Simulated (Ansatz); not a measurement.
**Bi2Se3 (Paraguanajuatite) in Ansatz: the effect of functional**

The system is Bi2Se3 (Paraguanajuatite).

```
Bi Se
1.0
     2.07150    1.19598    9.54533
    -2.07150    1.19598    9.54533
     0.00000   -2.39196    9.54533
Bi Se
2 3
Direct
  0.59920 0.59920 0.59920
  0.40080 0.40080 0.40080
  0.78830 0.78830 0.78830
  0.21170 0.21170 0.21170
  0.00000 0.00000 0.00000
```

Alike in all runs:

```yaml
Program: Ansatz 0.2.0
Task: projected density of states
Potentials_or_basis: Ansatz PAW
k_mesh: 8 × 8 × 8
Occupations: fermi-dirac, width 0.05 eV
Spin: no spin polarisation
```

```tsv
functional	cutoff	gap on the mesh (eV)	pressure (GPa)	largest force (eV/Å)
LDA	420 eV (not typed: the program's choice for these potentials)	0.09	-1.8	0.12
PBE	420 eV (not typed: the program's choice for these potentials)	0.22	2.5	0.16
PBEsol	420 eV (not typed: the program's choice for these potentials)	?	?	?
RPBE	420 eV (not typed: the program's choice for these potentials)	0.29	4.2	0.16
revPBE	420 eV (not typed: the program's choice for these potentials)	0.27	3.8	0.16
BLYP	420 eV (not typed: the program's choice for these potentials)	0.27	6.3	0.31
r2SCAN	500 eV (not typed: the program's choice for these potentials)	0.49	1.4	0.08
```

**Question.** What does the run with functional PBEsol give?

**Answer.** gap on the mesh 0.14 eV; pressure -0.3 GPa; largest force 0.15 eV/Å.

Caveats: spin-orbit coupling is left out, which as a rule narrows the gap of such compounds by several tenths of an eV; the density of states is complete only up to the lowest level of the last band computed; the PAW data sets come from PBE, with cores solved anew for the run's functional, which leaves a small shift of forces and pressure (some runs).

A k mesh can miss the band edges.
